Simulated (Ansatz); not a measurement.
# CdIn₂O₄, one structure, two calculations

Cell: a computed structure from the Materials Project (it need not be an observed phase) whose atoms were relaxed with PBE, the cell held.

```cif
data_CdIn2O4
_symmetry_space_group_name_H-M 'Fd-3m:1'
_symmetry_Int_Tables_number 227
_cell_length_a 9.2220
_cell_length_b 9.2220
_cell_length_c 9.2220
_cell_angle_alpha 90.000
_cell_angle_beta 90.000
_cell_angle_gamma 90.000
loop_
_atom_site_label
_atom_site_type_symbol
_atom_site_symmetry_multiplicity
_atom_site_Wyckoff_symbol
_atom_site_fract_x
_atom_site_fract_y
_atom_site_fract_z
Cd Cd 8 a 0.7500 0.7500 0.2500
In In 16 d 0.1250 0.3750 0.8750
O O 32 e 0.3624 0.3624 0.8624
```

One atom of each set is listed; the run and its k-mesh use a cell of 14 atoms with edges of 6.52, 6.52, 6.52 Å.

First run. Computed with Ansatz: DFT, PBE, plane waves and PAW, scalar-relativistic, 420 eV cutoff, Γ-centred 5×5×5 k-points, Fermi–Dirac smearing 0.02 eV.

```tsv
site	V_zz (10²¹ V/m²)	η
In	-4.78	0.00
O	1.79	0.00
```

Second run. The same atoms and settings, except that the functional is r2SCAN and the cutoff is 500 eV.

**Question.** Given the first result, estimate the second.

**Answer.** 

```json
{"site": "In", "V_zz": "-4.71", "η": "0.00", "change of V_zz": "+0.07"}
{"site": "O", "V_zz": "1.48", "η": "0.00", "change of V_zz": "-0.31"}
```

The largest change of V_zz is on O, from 1.79 to 1.48. In per cent, |V_zz| changes by -1 on In, -17 on O (all sites that start above 0.5). Sites without a gradient aren't listed.

For the first run: Without spin–orbit coupling (the program notes it for Cd and In) the gradients can shift somewhat, as the gap is small.
For the second run: Without spin–orbit coupling (the program notes it for Cd and In) the gradients are little affected as a rule: paired runs on crystals with a gap mostly move them by under 2 % at such atoms.
